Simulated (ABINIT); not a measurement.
An input for ABINIT 10.8.3 (AgBr (Bromargyrite)):

```
acell 3*1.0 Angstrom
rprim 
  0.000000000000 2.887250000000 2.887250000000
  2.887250000000 0.000000000000 2.887250000000
  2.887250000000 2.887250000000 0.000000000000
ntypat 2
znucl 47 35
natom 2
typat 1 2
xred 
  0.000000000000 0.000000000000 0.000000000000
  0.500000000000 0.500000000000 0.500000000000
pp_dirpath "pseudos"
pseudos "Ag.upf, Br.upf"
ecut 37
ngkpt 4 4 4
nshiftk 1
shiftk 0 0 0
kptopt 1
chksymbreak 0
istwfk *1
occopt 1
irdwfk 1
optdriver 4
nband 91
gwcalctyp 28
ecutsigx 37
symsigma 0
nkptgw 8
kptgw 
  0.0000000000 0.0000000000 0.0000000000
  0.2500000000 0.0000000000 0.0000000000
  0.5000000000 0.0000000000 0.0000000000
  0.2500000000 0.2500000000 0.0000000000
  0.5000000000 0.2500000000 0.0000000000
  -0.2500000000 0.2500000000 0.0000000000
  0.5000000000 0.5000000000 0.0000000000
  -0.2500000000 0.5000000000 0.2500000000
bdgw 
  6 21
  6 21
  6 21
  6 21
  6 21
  6 21
  6 21
  6 21
ecuteps 5
irdscr 1
ppmodel 1
irdqps 1
indata_prefix "in"
outdata_prefix "out"
tmpdata_prefix "tmp"
```

```sh
OMP_NUM_THREADS=1 mpirun -n 8 abinit run.abi > log
```

Question: How long will it take on 8 MPI ranks of Arm Neoverse V2, shared host, and how much memory?

It took 72 s; on shared hardware allow 36 s to 2.4 min. Peak host memory was 2.9 GiB.

[Paths, hosts, dates, memory and timing lines, banners, echoed tables and standing remarks are left out of the program output.]

[Logs are printed without paths, hosts, clocks, repeated set-up lines and the standing remarks that a program may print on its own settings, such as how far it seeks lower states.]

[Runs of the session that timed out or met a known fault of the program may be left out.]

[Hosts, paths, dates, database ids (printed as entryN), source tags and the programs' standing remarks are cut or masked in the printed files.]

[G0W0 gaps are taken among the corrected bands and points alone; a level outside them can change the order at an edge.]

[Where Ansatz stands beside ABINIT at settings called matched, ABINIT's density can come from a denser mesh and the files from another edition; pairs whose starting gaps differed by over 0.03 eV were left out, so agreement reads better than it is.]
